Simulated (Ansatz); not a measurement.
Here is an Ansatz 0.2.0 calculation.

The input input:

```
crystal:
  lattice:
    - [0.0, 2.5272246, 2.5272246]
    - [2.5272246, 0.0, 2.5272246]
    - [2.5272246, 2.5272246, 0.0]
  atoms:
    - { symbol: Mn, position: [0.0, 0.0, 0.0], spin: 4.0 }
    - { symbol: Si, position: [0.25, 0.25, 0.25] }
hamiltonian:
  xc: { exchange: pbe, correlation: pbe, exx: { coeff: 0.4, omega: 0.2 } }
  pseudopotentials: { kind: paw }
magnetization:
  spin_polarized: true
kpoints:
  mp_grid: { grid: [5, 5, 5] }
scf:
  occupations: { method: fermi_dirac, width: 0.05 }
output:
  forces: true
  stress: true
  eigenvalues: true
  write_density: true
  write_potential: true
  elf: true
  volumetric_format: npy
```

Problem. Estimate the net moment.

Solution. 3.00 μB per cell.

Problem. Estimate the absolute moment.

Solution. 4.38 μB per cell.

Problem. Predict the band gap on the k mesh.

Solution. None (metal or under the smearing width).

Caveat: the k mesh is coarse (spacing up to 0.43 Å⁻¹), so the values aren't converged, least of all with exact exchange; the magnetic or orbital state may not be the lowest.
